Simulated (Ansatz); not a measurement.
**Which way does PbO + MgSe ⇌ PbSe + MgO run?**

Plane-wave DFT in Ansatz with scalar-relativistic PAW potentials, cutoff 420 eV, Γ-centred meshes chosen by cell and gap, Gaussian smearing with energies taken to zero width. Every cell was relaxed (cell and atoms) in a run of its own, within the symmetry of its start. Functional: PBEsol.

Total energies hold large constants for each element; a whole number of eV per atom of each element is taken off below, which cancels in a balanced reaction.

| compound | lowest structure computed | structures tried | V (Å³/atom) | gap on mesh (eV) | E (eV per formula unit, common shift removed) |
| --- | --- | --- | --- | --- | --- |
| PbO | P4/nmm | 2 | 20.18 | 1.23 | -2.4548 |
| MgSe | Fm-3m | 4 | 20.24 | 1.77 | -2.7838 |
| PbSe | Fm-3m | 2 | 28.42 | 0.17 | -1.2150 |
| MgO | Fm-3m | 4 | 9.35 | 4.62 | -5.8714 |

Question: Work out the reaction energy at 0 K.

Answer: ΔE = E(PbSe) + E(MgO) − E(PbO) − E(MgSe) = -1.848 eV, or -178 kJ per mole of reaction (-462 meV/atom). The right side is lower: Pb takes Se and Mg takes O. Pauling's electronegativities (Mg 1.31, Pb 1.87; O 3.44, Se 2.55) would pair Mg with O, the most ionic bond; the result follows that. All four are computed as solids; where they are solids at ordinary conditions entropy changes little. A lower structure that wasn't tried would shift the value, and mixed crystals may lie lower than either side.

Spin-orbit coupling is left out, which matters for the bands of heavy elements. For Tl, Pb and Bi spin-orbit coupling shifts energies too.